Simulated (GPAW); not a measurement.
Wanted: an ASE script for a GPAW 26.7.0 run.

| Item | Value |
| --- | --- |
| Task | band structure |
| Functional | RPBE |
| Potentials or basis | the program's PAW data sets (release 1.2.1) made for this functional |
| Cutoff | 800 eV |
| Basis | pw |
| k mesh | 6 × 6 × 5 |
| Occupations | fermi-dirac, width 0.05 eV |
| Spin | no spin polarisation |
| Maxiter | 150 |
| Band path | GXMGZRAZ,XR,MA |
| Band points | 80 |

CuO:

```
CELL_PARAMETERS angstrom
3.42205 0.00000 0.00000
0.00000 3.42205 0.00000
0.00000 0.00000 4.26046
ATOMIC_POSITIONS crystal
Cu 0.00000 0.50000 0.00000
Cu 0.50000 0.00000 0.50000
O 0.00000 0.00000 0.25000
O 0.00000 0.00000 0.75000
```

Measurements of this composition are mostly on another form, of space group No. 15.

The input as run:

run.py

```python
from ase import Atoms
from ase.dft.bandgap import bandgap
from ase.io import write
from ase.units import GPa
from gpaw import GPAW, PW

atoms = Atoms(['Cu', 'Cu', 'O', 'O'],
              cell=[[3.42205097, 0.0, 0.0],
                    [0.0, 3.42205097, 0.0],
                    [0.0, 0.0, 4.26046148]],
              scaled_positions=[[0.0, 0.5, 0.0],
                                [0.5, 0.0, 0.5],
                                [0.0, 0.0, 0.25],
                                [0.0, 0.0, 0.75]],
              pbc=True)

calc = GPAW(mode=PW(800),
            xc='RPBE',
            kpts={'size': (6, 6, 5), 'gamma': True},
            occupations={'name': 'fermi-dirac', 'width': 0.05},
            nbands=33,
            convergence={'density': 1e-05, 'energy': 1e-05},
            maxiter=150,
            txt='gpaw.txt')
atoms.calc = calc
energy = atoms.get_potential_energy()
forces = atoms.get_forces()
stress = atoms.get_stress()
calc.write('gs.gpw')
write('result.traj', atoms)
print(f'Energy: {energy:.6f} eV')
print('Forces (eV/A):')
print(forces.round(4))
print('Stress (GPa):', (stress / GPa).round(3))
print('Fermi level:', round(calc.get_fermi_level(), 4), 'eV')
print(f'Gap: {bandgap(calc)[0]:.4f} eV, direct: {bandgap(calc, direct=True)[0]:.4f} eV')

path = atoms.cell.bandpath('GXMGZRAZ,XR,MA', npoints=80, eps=1e-4)
bs_calc = calc.fixed_density(kpts=path, symmetry='off', nbands=47,
                             convergence={'bands': 'CBM+6.0', 'eigenstates': 1e-6}, txt='bands.txt')
bs = bs_calc.band_structure()
bs.write('bs.json')
print(f'Gap on the path: {bandgap(bs_calc)[0]:.4f} eV')
```

Potentials or basis: the program's PAW data sets (release 1.2.1) made for this functional, pw.

Run with:

```sh
$ OMP_NUM_THREADS=1 python run.py
```

Results of the run:

| Quantity | Value |
| --- | --- |
| Pressure | 3.0 GPa |
| Band gap along the path | none (metal or under the smearing width) |

Caveat: with this Cu data set, volumes or pressures lay over 1.5 % or 2 GPa off other programs in two to four cells of ten; the run has no spin polarisation, though such a crystal can be magnetic; semilocal functionals often make such compounds metallic where correlation or magnetic order opens a gap, which also shifts bond lengths.

Wall time 3.5 min on 1 thread of Intel(R) Xeon(R) Platinum 8259CL CPU @ 2.50GHz (Skylake/Cascade Lake) (shared host), peak memory 0.49 GiB.
